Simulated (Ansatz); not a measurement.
# AgCl: the cost of one run

Computed with Ansatz 0.2.0 (DFT PBE, scalar-relativistic, unless a step's input says otherwise).

### Step 1. Starting point

The structure is orthorhombic, space group Cmcm (No. 63). Conventional cell: a = 3.742 Å, b = 11.113 Å, c = 3.924 Å, α = 90.00°, β = 90.00°, γ = 90.00°. Ag (site symmetry m2m) has 5 Cl at 2.73 to 2.91 Å and 2 Ag at 3.02 Å as nearest neighbours. Cl (site symmetry m2m) is surrounded by 5 Ag at 2.73 to 2.91 Å.

Structure file:

```cif
data_structure
_symmetry_space_group_name_H-M 'Cmcm'
_symmetry_Int_Tables_number 63
_cell_length_a 3.7418
_cell_length_b 11.1132
_cell_length_c 3.9240
_cell_angle_alpha 90.000
_cell_angle_beta 90.000
_cell_angle_gamma 90.000
_cell_volume 163.18
loop_
_atom_site_label
_atom_site_type_symbol
_atom_site_symmetry_multiplicity
_atom_site_Wyckoff_symbol
_atom_site_fract_x
_atom_site_fract_y
_atom_site_fract_z
_atom_site_occupancy
Ag1 Ag 4 c 0.00000 0.60344 0.75000 1
Cl1 Cl 4 c 0.50000 0.63455 0.25000 1
```

The file gives the conventional cell by its symmetry; the runs use the cell typed in the input.

Atoms are numbered in the order of the input: Ag1, Ag2, Cl3, Cl4.

### Step 2. After the deformation

Space group Cmcm before, P-1 after.

### Step 3. Full-potential LAPW

Contents of input.yaml:

```yaml
crystal:
  lattice:
    - [1.8431267268, -5.5472406873, -0.0184284277]
    - [1.8986926792, 5.5659497843, 0.0371375247]
    - [0.0196201868, 0.0196201868, 3.92403735]
  atoms:
    - { symbol: Ag, position: [0.3965554, 0.6034446, 0.75] }
    - { symbol: Ag, position: [0.6034446, 0.3965554, 0.25] }
    - { symbol: Cl, position: [0.86544873, 0.13455127, 0.25] }
    - { symbol: Cl, position: [0.13455127, 0.86544873, 0.75] }
kpoints:
  mp_grid: { grid: [9, 9, 8] }
  band_path:
    path:
      - [0.0, 0.0, 0.0]
      - [0.5, -0.5, 0.0]
      - [0.0, 0.0, 0.5]
      - [0.0, 0.0, 0.0]
      - [0.0, -0.5, 0.0]
      - [-0.5, 0.0, -0.5]
      - [0.0, 0.0, 0.0]
      - [0.0, -0.5, -0.5]
      - [-0.5, 0.0, 0.0]
    npoints: 5
scf:
  occupations: { method: fermi_dirac, width: 0.03 }
hamiltonian:
  xc: pbe
  pseudopotentials: { kind: all_electron, lapw: { basis_error: 0.001 } }
output:
  forces: true
  stress: true
  eigenvalues: true
```

On the command line:

```
> ansatz run input.yaml --threads 1 --pin off --max-ram 6144MiB --backend cpu --events-out ev --progress --plain --runs-dir out
```

**Question.** How long does this run take on 1 thread of AMD EPYC 9B45 (Zen 5), shared host, and how much memory does it need?

About 71 s, with a peak of 1.7 GiB.
